The bulk modulus of a crystal is the pressure needed per relative loss of volume, $B=-V\,dP/dV$, taken where the crystal is at rest. Here it comes from density-functional theory with the PBE functional: the energy was computed at eight volumes, and an equation of state was laid through the points. The same curve gives the equilibrium volume $V_0$ and the pressure derivative $B'=dB/dP$, which tells how fast the crystal stiffens when it is squeezed. The table sets the computed modulus beside a measured one.

Equations of state of seven elemental crystals, computed with Ansatz 0.2.0 in scalar-relativistic DFT with the PBE functional, plane waves and PAW. Third-order Birch-Murnaghan curves were fitted to eight volumes, with cell shape and atoms relaxed at each. The cutoff is 420 eV, and the Gaussian smearing width is 0.02 eV for Si and C and 0.1 eV for the others.

```csv
formula,structure,spin,k mesh,bulk modulus (GPa),bulk modulus pressure derivative,equilibrium volume (Å³/atom),measured bulk modulus (GPa),range of the values found,temperature of the measurement (K),source,"bulk modulus, over measured less one (%)"
Ge,Fd-3m,none,14×14×14,58.7,4.90,23.90,75.8,one value,not stated,arXiv:1908.00180 (2019),-22.5
Si,P6_3/mmc,none,12×12×6,88.5,4.26,20.44,96.9,one value,300,pmc:6820762 (2019),-8.7
Ni,Fm-3m,collinear,20×20×20,200,4.86,10.89,180,one value,not stated,arXiv:cond-mat/0202277 (2002),11.2
Ta,Im-3m,none,18×18×18,195,3.90,18.27,194,194 to 198,not stated,arXiv:cond-mat/0403080 (2004),0.5
Rh,Fm-3m,none,18×18×18,257,5.16,14.04,264,one value,not stated,pmc:11535440 (2024),-2.5
Ir,Fm-3m,none,18×18×18,348,5.07,14.49,339,306 to 339,not stated,pmc:6586894 (2019),2.6
C,Fd-3m,none,12×12×12,432,3.69,5.70,442,441.8 to 444.8,not stated,arXiv:cond-mat/0702656 (2007),-2.2
```

Germanium is the plain failure: the calculation makes it 22.5 % softer than measured. Nickel errs the other way and comes out 11 % too stiff. Silicon is about 9 % too soft, and the remaining four elements lie within 3 % of their measured values. It is tempting to sort these rows into bad and good ones, but that ranking misleads, because each modulus is read at a volume which the calculation itself has chosen.

A crystal is stiffer when its atoms are closer together. If the functional lets the lattice grow too large, it therefore reports a modulus that belongs to a slightly stretched crystal. PBE tends to do this for a known reason. Its gradient correction lowers the energy of uneven electron densities, and the density becomes more uneven as atoms move apart. The correction thus acts like an outward pressure, and in many solids it is too strong.

The simplest picture of such an error is a conical compression spring under a load, which stiffens as it is pressed together. Suppose that an unnoticed, constant pull keeps it a little too long. At rest it then feels too soft, although nothing is wrong with the spring, and pushed back to its proper length it shows its proper stiffness. The comparison holds only as long as the pull is the same at every length.

For the crystal this means that the pressure error is the same at all volumes near equilibrium. A constant drops out of $dP/dV$, so the computed curve should give the right modulus when it is read at the measured volume $V$. To move along the curve, take $B'$ as constant. Then $dB=B'\,dP$ and $dP=-B\,dV/V$, which together give

$$B(V)=B_0\left(\frac{V_0}{V}\right)^{B'},$$

where $B_0$ is the modulus at $V_0$. For small errors, the modulus comes out too low by about $B'$ times the percentage by which the volume is too large.

Germanium shows what this amounts to. Its computed volume exceeds the measured one by about 5.6 %, a rough recalled figure, and its $B'$ is 4.90. The formula gives $58.7\ \text{GPa}\times1.056^{4.90}\approx77\ \text{GPa}$, against a measured 75.8 GPa. The measured modulus was not used to adjust anything in this estimate. Nearly the whole failure is thus a volume error, enlarged about fourfold by the way the crystal stiffens.

The stiffening itself can be checked without the formula, because the pressure was also computed directly in the compressed crystals. Between 3 and 6 % compression these pressures correspond to a mean modulus of 73 GPa, and between 6 and 9 % to 85 GPa. The computed curve of germanium therefore does pass through the measured modulus, and it does so at about 5 % less volume. What PBE gets wrong here is the place on the curve at which the crystal comes to rest.

Germanium is hit so hard partly because it is soft. On its computed curve, a pressure of 3.7 GPa is enough to bring the crystal back to the measured volume. In diamond the same pressure would change the volume by only about $3.7/432$, or 0.9 %. An equal error in pressure thus does far more harm in a compliant crystal than in a hard one. This helps to explain why diamond, silicon and germanium become steadily worse in this order.

Silicon and diamond follow the same rule. For the three covalent crystals together, the mean size of the error relative to measurement falls from 11 % to below 1 % when the modulus is read at the measured volume. The silicon row is weaker evidence than the other two. It was computed for the hexagonal form, while the volume excess used is that of ordinary cubic silicon, and the measured crystal may have been either.

The repair has a limit that matters to anyone who wants more than the modulus. At its equilibrium volume, germanium has no band gap in this calculation, whereas the real crystal has one of roughly 0.7 eV. Compression opens the computed gap, but at 6 % less volume, slightly beyond the measured volume, it has reached only 0.1 eV. This second failure is a well-known one: functionals of this kind make gaps too small even when the lattice is right. A corrected modulus is therefore no sign that the electronic structure has been corrected as well.

Iridium looks like the opposite of germanium. Its computed modulus of 348 GPa is within 3 % of the listed measurement, and a reader who looks only at the error would call it a success. Yet its volume, too, is too large, by roughly 2.5 %. With a $B'$ of about 5, that excess alone should have made the modulus some 12 % too low.

The modulus is not too low, so a second error must be pushing it up. Read at the measured volume, the computed curve of iridium gives 394 GPa, about 16 % above the listed value. The good agreement in the table is a cancellation between a lattice that is too large and a curve that is too stiff at any given volume. The size of the second error is uncertain: the measurements of iridium found for this table spread from 306 to 339 GPa, and higher values, which have also been reported, would make it smaller. Rhodium and tantalum show the same pattern more mildly, with moduli 8 % and 6 % too high once the volume is put right.

Nickel now falls into place. Its computed volume is within about half a per cent of the measured one, so there is hardly any stretching to hide the excess stiffness. Of the 20 GPa by which its modulus is too high, the volume accounts for only about 5 GPa. At the measured volume, nickel is about as far off as rhodium. It stands out in the table because one of its two errors is absent, which leaves the other in plain sight.

In the picture of the spring, the pull on the metals is not constant. An error in pressure that rises as the crystal is compressed acts like a second spring beside the first and adds stiffness. Only the rise matters for this, so nickel can be too stiff although the error itself almost vanishes at its measured volume. One possible source is the gradient correction itself, if its error grows as the $d$ shells of neighbouring atoms are pressed together. Heat is a less likely one. It softens a crystal mainly by expanding it, and that expansion is already contained in the measured volume at which the curve is read. The role of the gradient correction has not been tested here, and it may differ from metal to metal.

The numbers thus offer a simple way to recognise which failure is at work. Work out from the volume excess and $B'$ how much too low the modulus should be, and compare the result with the actual shortfall. For a small excess the product of the two is enough; for one as large as germanium's the full formula is needed. If expected and actual shortfall nearly agree, as they do for germanium, silicon and diamond, the fault lies in the volume, and reading the curve at the measured volume mends it. If the modulus is clearly higher than the volume excess would allow, as in all four metals, the curve itself is too stiff, unless the measured modulus is too low. The printed output below makes the same comparison for each row in terms of volume: it sets the excess needed to explain the error beside the recalled one.

For practical use, this changes which results deserve trust. The large error of germanium has one identifiable cause and can be removed. The small errors of tantalum, rhodium and iridium rest on a balance between two faults, and correcting only the volume raises their mean size from about 2 % to 10 %. A good modulus is more convincing when the volume is good as well. Diamond comes closest to this, though its volume looks somewhat better than it is: the calculation leaves out the zero-point motion of the light atoms, which would swell the crystal a little further.

The analysis program printed:

```
Modulus read at the measured volume:
  row  error in the table (%)  volume excess needed to explain it (%)  volume excess recalled roughly (%)  modulus at measured volume (GPa)  error left (%)
   Ge                   -22.5                                   5.356                                 5.6                             76.66            1.14
   Si                    -8.7                                   2.151                                 2.1                             96.69         -0.2141
   Ni                    11.2                                  -2.145                                -0.5                             195.2           8.437
   Ta                     0.5                                 -0.1317                                 1.4                             205.9           6.116
   Rh                    -2.5                                  0.5222                                 2.1                             286.1           8.368
   Ir                     2.6                                 -0.5155                                 2.5                             394.4           16.35
    C                    -2.2                                  0.6221                                 0.4                             438.4         -0.8121
mean size of the error for Ge Si and C before the correction (%): 11.13
mean size of the error for Ge Si and C after the correction (%): 0.722
mean size of the error for Ta Rh and Ir before the correction (%): 1.867
mean size of the error for Ta Rh and Ir after the correction (%): 10.28
rise of the modulus of Ge for one percent less volume (%): 4.996
pressure on the computed curve of Ge at the measured volume (GPa): 3.666
modulus of Ge from run pressures between volume ratios 0.97 and 0.94 (GPa): 73.1
power law for Ge at the middle of that interval (GPa): 73.6
modulus of Ge from run pressures between volume ratios 0.94 and 0.91 (GPa): 84.7
power law for Ge at the middle of that second interval (GPa): 86.06
volume ratio of Ge at the recalled measured volume: 0.947
gap of Ge at volume ratio 0.94 (eV): 0.09912
excess of Ni over the measured modulus in the table (GPa): 20
part of it removed at the measured volume (GPa): 4.813
```
